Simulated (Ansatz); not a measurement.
# Al2Cu: the cost of one run

Method: DFT PBE, scalar-relativistic, plane waves, PAW, in Ansatz 0.2.0.

### 1 The structure to begin with

The structure is tetragonal, space group P4_2/nmc (No. 137). Conventional cell: a = 4.073 Å, b = 4.073 Å, c = 5.864 Å, α = 90.00°, β = 90.00°, γ = 90.00°. Al (site symmetry 2mm) has 4 Cu at 2.36 to 2.68 Å as nearest neighbours. Around Cu (site symmetry -4m2) lie 8 Al at 2.36 to 2.68 Å.

As a file:

```
CELL_PARAMETERS angstrom
4.07301 0.00000 0.00000
0.00000 4.07301 0.00000
0.00000 0.00000 5.86357
ATOMIC_POSITIONS crystal
Al 0.00000 0.50000 0.20300
Al 0.00000 0.50000 0.70300
Al 0.50000 0.00000 0.29700
Al 0.50000 0.00000 0.79700
Cu 0.00000 0.00000 0.00000
Cu 0.50000 0.50000 0.50000
```

This is candidate A: tetragonal zirconia type (P4_2/nmc, No. 137).

(A quick probe on a coarse mesh, which set the mesh and smearing, is not shown.)

### 3 Coarse relaxation (candidate A)

The input, input.yaml:

```yaml
crystal:
  lattice:
    - [4.0730147447, 0.0, 0.0]
    - [0.0, 4.0730147447, 0.0]
    - [0.0, 0.0, 5.8635736863]
  atoms:
    - { symbol: Al, position: [0.0, 0.5, 0.203] }
    - { symbol: Al, position: [0.0, 0.5, 0.703] }
    - { symbol: Al, position: [0.5, 0.0, 0.297] }
    - { symbol: Al, position: [0.5, 0.0, 0.797] }
    - { symbol: Cu, position: [0.0, 0.0, 0.0] }
    - { symbol: Cu, position: [0.5, 0.5, 0.5] }
basis:
  ecutwfc: 420
kpoints:
  mp_grid: { grid: [4, 4, 4] }
hamiltonian:
  xc: pbe
scf:
  occupations: { method: gaussian, width: 0.1 }
  lower_state_search: "off"
output:
  forces: true
  stress: true
  eigenvalues: true
relax:
  adjacent_minimum: "off"
  f_tol: 0.04
  max_steps: 70
  cell: { stress_tol: 0.4 }
```

What time and memory should one allow on 1 thread of an Arm CPU, shared host?

About 23 s, with a peak of 0.36 GiB.
